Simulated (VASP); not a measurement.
Wanted: the native input for a VASP 6.6.1 run.

| Item | Value |
| --- | --- |
| Task | relaxation of cell and atoms |
| Functional | rev-vdW-DF2 |
| Potentials or basis | VASP PAW PBE potentials, release 64 (Se, Ti_sv) |
| Cutoff | 600 eV |
| k mesh | 12 × 12 × 1 |
| Occupations | gaussian, width 0.03 eV |
| Spin | no spin polarisation |
| Further INCAR settings | ALGO = Normal; EDIFF = 1e-06; IBRION = 2; EDIFFG = -0.01; NSW = 90; ISIF = 3 |

The structure of TiSe2 lies in POSCAR:

```
TiSe2
1.0
    3.5360000000      0.0000000000      0.0000000000
   -1.7680000000      3.0622658300      0.0000000000
    0.0000000000      0.0000000000     27.0684416000
Se Ti
4 2
Direct
    0.6666666700      0.3333333300      0.3324905100
    0.3333333300      0.6666666700      0.4457013700
    0.6666666700      0.3333333300      0.5542986300
    0.3333333300      0.6666666700      0.6675094900
    0.0000000000      0.0000000000      0.3890959400
    0.0000000000      0.0000000000      0.6109040600
```

The input as run:

INCAR

```
AGGAC = 0.0
ALGO = Normal
EDIFF = 1E-6
EDIFFG = -0.01
ENCUT = 600
GGA = MK
IBRION = 2
ISIF = 3
ISMEAR = 0
KPAR = 2
LASPH = T
LATTICE_CONSTRAINTS = .TRUE. .TRUE. .FALSE.
LCHARG = F
LREAL = F
LUSE_VDW = T
LWAVE = F
NELM = 80
NSW = 90
PARAM1 = 0.1234
PARAM2 = 0.711357
PREC = Accurate
SIGMA = 0.03
ZAB_VDW = -1.8867
```

KPOINTS

```
k-points
0
Gamma
  12 12 1
```

Potentials or basis: VASP PAW PBE potentials, release 64 (Se, Ti_sv).

Run with:

```console
$ cat potpaw_PBE.64/Se/POTCAR potpaw_PBE.64/Ti_sv/POTCAR > POTCAR
$ mpirun -np 2 vasp_std > vasp.out
```

Results of the run:

| Property | Result |
| --- | --- |
| Relaxed volume | 48.20 Å³/atom |
| Relaxed cell | a = 3.512 Å, b = 3.512 Å, c = 27.068 Å, α = 90.00°, β = 90.00°, γ = 120.00° |
| Space group after relaxing (to 0.05 Å) | P-3m1 (No. 164) |
| Energy gained by relaxing | 1.0 meV/atom |
| Ionic steps | 7 |
| Largest force after relaxing | 0.009 eV/Å |
| Band gap on the k mesh | none (metal or under the smearing width) |

Caveat: the PAW data sets were made with another functional, which shifts forces and pressure a little.

Run time: 17 min on 2 MPI ranks on AMD EPYC 9R45 (Zen 5), on a shared host, peak memory 1.3 GiB a rank.
